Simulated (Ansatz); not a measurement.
NaH under changes of volume

One of the cells (14.527 Å³/atom); the others are scaled copies at fixed shape and fractional positions:

```
CELL_PARAMETERS angstrom
0.00000 2.44000 2.44000
2.44000 0.00000 2.44000
2.44000 2.44000 0.00000
ATOMIC_POSITIONS crystal
Na 0.00000 0.00000 0.00000
H 0.50000 0.50000 0.50000
```

| Item | Value |
| --- | --- |
| Program | Ansatz 0.2.0 |
| Functional | PBE |
| Potentials or basis | all-electron LAPW, scalar-relativistic |
| Cutoff | 169 eV (chosen from the basis error) |
| Basis error allowed | 0.0005 eV/atom |
| k mesh | 9 × 9 × 9 |
| Occupations | fermi-dirac, width 0.05 eV |
| Spin | no spin polarisation |

| volume (Å³/atom) | energy over the lowest point (meV/atom) | pressure (GPa) | gap on the mesh (eV) |
| --- | --- | --- | --- |
| 13.655 | 1.05 | 0.8 | 4.13 |
| 13.946 | 0.07 | 0.3 | 4.09 |
| 14.236 | 0.00 | -0.2 | 4.05 |
| 14.527 | 0.76 | -0.6 | 4.01 |
| 14.817 | ? | ? | ? |
| 15.108 | 4.48 | -1.4 | 3.94 |
| 15.398 | 7.31 | -1.7 | 3.90 |

**Question.** What does the run at 14.817 Å³/atom give?

**Answer.** Energy over the lowest point 2.28 meV/atom; pressure -1.0 GPa; gap on the mesh 3.97 eV.

Worked out: A Birch-Murnaghan fit of order 3 (a polynomial in V^(-2/3)) to the other rows has its minimum at 14.11 Å³/atom with B0 = V·E''(V) = 23 GPa and B' = 3.5. It gives 2.27 meV/atom at 14.817 Å³/atom, against the run's 2.28, and -dE/dV = -1.0 GPa, against -1.0. A straight line through the other rows of the gap, of slope -1.9 eV per unit of ln V, gives 3.97 eV, against the run's 3.97.

Energies are extrapolated to zero smearing.

Caveats: an odd mesh through Γ misses points on the zone boundary, where band edges often lie.
